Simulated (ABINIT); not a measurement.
Crystal: Ca.

```
Ca
1.0
     0.00000    2.79420    2.79420
     2.79420    0.00000    2.79420
     2.79420    2.79420    0.00000
Ca
1
Direct
  0.00000 0.00000 0.00000
```

```yaml
Program: ABINIT 10.8.3 (patched build)
Task: relaxation of cell and atoms
Functional: PBE
Potentials_or_basis: PseudoDojo NC SR PBE v0.4.1 standard
Cutoff: 925 eV
k_mesh: 6 × 6 × 6
Occupations: fermi-dirac, width 0.05 eV
Spin: no spin polarisation
```

At the start: pressure -0.6 GPa; volume 43.63 Å³/atom.

Problem. How do energy, volume and symmetry change on relaxing?

Solution. Over 4 steps the energy falls by 3.4 meV/atom and the volume is 41.96 Å³/atom (-3.8 %); space group Fm-3m (No. 225, to 0.05 Å).

Step by step:
| step | energy change (eV) | largest force (eV/Å) | pressure (GPa) | volume (Å³) |
| --- | --- | --- | --- | --- |
| 1 | 0.0000 | 0.0000 | -0.63 | 43.63 |
| 2 | -0.0003 | 0.0000 | -0.60 | 43.55 |
| 3 | -0.0034 | 0.0000 | 0.02 | 41.89 |
| 4 | -0.0034 | 0.0000 | 0.00 | 41.96 |

Final structure:
```
Ca
1.0
     0.00000    2.75796    2.75796
     2.75796    0.00000    2.75796
     2.75796    2.75796    0.00000
Ca
1
Direct
  0.00000 0.00000 0.00000
```
